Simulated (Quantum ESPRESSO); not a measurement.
NiO, 2 atoms in the cell. Symmetry: Fm-3m, No. 225, cubic system. The conventional cell has a = 4.183 Å, b = 4.183 Å, c = 4.183 Å, α = 90.00°, β = 90.00°, γ = 90.00°. Around Ni (site symmetry m-3m) lie 6 O at 2.09 Å. Around O (site symmetry m-3m) lie 6 Ni at 2.09 Å. 

```yaml
Program: Quantum ESPRESSO 7.5
Task: phonons
Functional: PBEsol
Potentials_or_basis: PseudoDojo 0.4.1 SR PBEsol standard
Cutoff: 1333 eV
Density_cutoff: 5333 eV
k_mesh: 4 × 4 × 4, shifted
Occupations: fermi-dirac, width 0.05 eV
Spin: collinear spin, ferromagnetic start
Starting_moments: "[1.0, 0.0] μB"
Mixing_beta: 0.3
Most_SCF_iterations: 120
SCF_threshold: 4e-10 Ry
```

Potentials or basis: PseudoDojo 0.4.1 SR PBEsol standard.

Command:

```bash
$ OMP_NUM_THREADS=1 pw.x -in pw.in > pw.out
$ OMP_NUM_THREADS=1 pw.x -in relax.in > relax.out
$ OMP_NUM_THREADS=1 pw.x -in scf2.in > scf2.out
$ OMP_NUM_THREADS=1 ph.x -in ph.in > ph.out
$ OMP_NUM_THREADS=1 dynmat.x -in dynmat.in > dynmat.out
```

Hardware: 1 thread of Intel(R) Xeon(R) 6975P-C (Granite Rapids), with other jobs on the host.

Task: Estimate the wall time of this run.

Result: Wall time 2.4 min on 1 thread of Intel(R) Xeon(R) 6975P-C (Granite Rapids) (shared host), peak memory 0.09 GiB. Counts: scf iterations 61, k pools 1, bands 22, ion steps 4, k points 10, g dense 16361.
